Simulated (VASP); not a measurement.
**WC (Qusongite): equation of state with PBE+D3(BJ)**

Crystal: WC (Qusongite).

```
W C
1.0
     2.90557    0.00000    0.00000
    -1.45278    2.51630    0.00000
     0.00000    0.00000    2.83217
W C
1 1
Direct
  0.00000 0.00000 0.00000
  0.66667 0.33333 0.50000
```

```yaml
Program: VASP 6.6.1
Task: equation of state
Functional: PBE
Dispersion: D3(BJ)
Potentials_or_basis: VASP PAW PBE potentials, release 64 (W_sv, C)
Cutoff: 520 eV
k_mesh: 8 × 8 × 8
Occupations: fermi-dirac, width 0.05 eV
Spin: no spin polarisation
```

The equilibrium volume is 10.36 Å³/atom. The bulk modulus at fixed shape and positions is 402 GPa. The pressure derivative of the bulk modulus is 4.2 (rough: it moves with the points fitted).

Energy against volume, from the lowest point:
```tsv
volume (Å³/atom)	energy (meV/atom)
9.939	23.13
10.146	5.78
10.353	0.00
10.560	4.65
10.768	18.70
```

All runs of the series together: 34 s on 1 thread of Intel(R) Xeon(R) 6975P-C (Granite Rapids) (shared host).

Caveat: the cell was scaled at fixed shape and fractional positions, which overstates the stiffness of a crystal with free parameters, most of all of layers and chains. Spin-orbit coupling is left out, which matters for the levels of W.
